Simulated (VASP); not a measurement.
Here is a VASP 6.6.1 calculation.

INCAR

```
SYSTEM = Si
PREC = Accurate ; ENCUT = 520
EDIFF = 1E-6 ; ISMEAR = -1
SIGMA = 0.05 ; LREAL = .FALSE.
LASPH = .TRUE. ; NELM = 100
ALGO = Normal ; ISIF = 2
LWAVE = .FALSE. ; LCHARG = .TRUE.
METAGGA = R2SCAN ; LMIXTAU = .TRUE.
LELF = .TRUE. ; LVHAR = .TRUE.
NBANDS = 11
```

File KPOINTS:

```
Automatic mesh
0
G
  8 8 10
  0 0 0
```

File POSCAR:

```
Si
1.0
    4.1209500000      0.0000000000      0.0000000000
   -2.0604700000      3.5688500000      0.0000000000
    0.0000000000      0.0000000000      2.6547900000
Si
2
Direct
    0.3333300000      0.6666700000      0.5000000000
    0.6666700000      0.3333300000      0.5000000000
```

Potentials or basis: VASP PAW PBE potentials, release 64 (Si).

Launch:

```sh
$ cat potpaw_PBE.64/Si/POTCAR > POTCAR
$ mpirun -np 1 vasp_std > vasp.out
```

(1) Predict the pressure.

(2) Predict the band gap on the k mesh.

Answers

(1) -1.2 GPa.

(2) none (metal or under the smearing width).

Caveat: the PAW data sets were made with another functional, which shifts forces and pressure a little.
